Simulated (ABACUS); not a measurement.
Input of an ABACUS 3.10.1 run:

The input INPUT:

```
INPUT_PARAMETERS
suffix              Si2Ni
calculation         scf
basis_type          lcao
pseudo_dir          ./
orbital_dir         ./
symmetry            1
dft_functional      pbe
ecutwfc             100
pseudo_rcut         10
nspin               2
nbands              18
ks_solver           genelpa
smearing_method     fd
smearing_sigma      0.00367493
scf_thr             1e-07
scf_nmax            100
mixing_type         broyden
mixing_beta         0.4
cal_force           1
cal_stress          1
out_mul             1
out_chg             1
out_pot             2
out_elf             1
```

STRU

```
ATOMIC_SPECIES
Ni 58.6934 Ni.upf
Si 28.0850 Si.upf

NUMERICAL_ORBITAL
Ni_confined-atom_7au_3s2p2d1f.orb
Si_confined-atom_7au_2s2p1d.orb

LATTICE_CONSTANT
1.8897261246

LATTICE_VECTORS
0.0000000000 2.7030000000 2.7030000000
2.7030000000 0.0000000000 2.7030000000
2.7030000000 2.7030000000 0.0000000000

ATOMIC_POSITIONS
Direct

Ni
0.0
1
0.0000000000 0.0000000000 0.0000000000 1 1 1 mag 1

Si
0.0
2
0.7500000000 0.7500000000 0.7500000000 1 1 1 mag 0
0.2500000000 0.2500000000 0.2500000000 1 1 1 mag 0
```

Contents of KPT:

```
K_POINTS
0
Gamma
9 9 9 0 0 0
```

Potentials or basis: PseudoDojo NC SR 0.4.1 PBE standard, DZP LCAO (the cutoffs set its grid).

Command:

```sh
$ OMP_NUM_THREADS=1 mpirun -np 4 abacus > log
```

Problem. What does it give for the absolute moment?

Solution. 0.00 μB per cell.

Problem. Predict the pressure.

Solution. 5.6 GPa.

Problem. Predict the band gap on the k mesh.

Solution. None (metal or under the smearing width).

Caveat: the atomic orbitals were generated for these runs and aren't a published set; the basis of atomic orbitals isn't converged, which shifts pressures, moduli and gaps.
